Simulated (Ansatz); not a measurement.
The system is CdO (Monteponite).

```
CELL_PARAMETERS angstrom
0.00000 2.34950 2.34950
2.34950 0.00000 2.34950
2.34950 2.34950 0.00000
ATOMIC_POSITIONS crystal
Cd 0.00000 0.00000 0.00000
O 0.50000 0.50000 0.50000
```

Base run:

- Program: Ansatz 0.2.0
- Functional: RPBE
- Potentials or basis: Ansatz PAW
- Cutoff: 420 eV (not typed: the program's choice for these potentials)
- k mesh: 10 × 10 × 10
- Occupations: fermi-dirac, width 0.05 eV
- Spin: no spin polarisation

Its results: band gap on the k mesh none (metal or under the smearing width); pressure 10.6 GPa.

Q: After a change of settings the same cell gave: band gap on the k mesh none (metal or under the smearing width); pressure 9.4 GPa. Which change was it?
A. functional from RPBE to PBEsol
B. functional from RPBE to revPBE
C. functional from RPBE to HSE03; k mesh from 10 × 10 × 10 to 5 × 5 × 5
D. functional from RPBE to LDA

A: B.

Caveats: the PAW data sets come from PBE, with cores solved anew for the run's functional, which leaves a small shift of forces and pressure; this crystal is a semiconductor, whose small gap the functional closes, so the metal is an error of the method.

Runs at the PBE level aren't shown here.
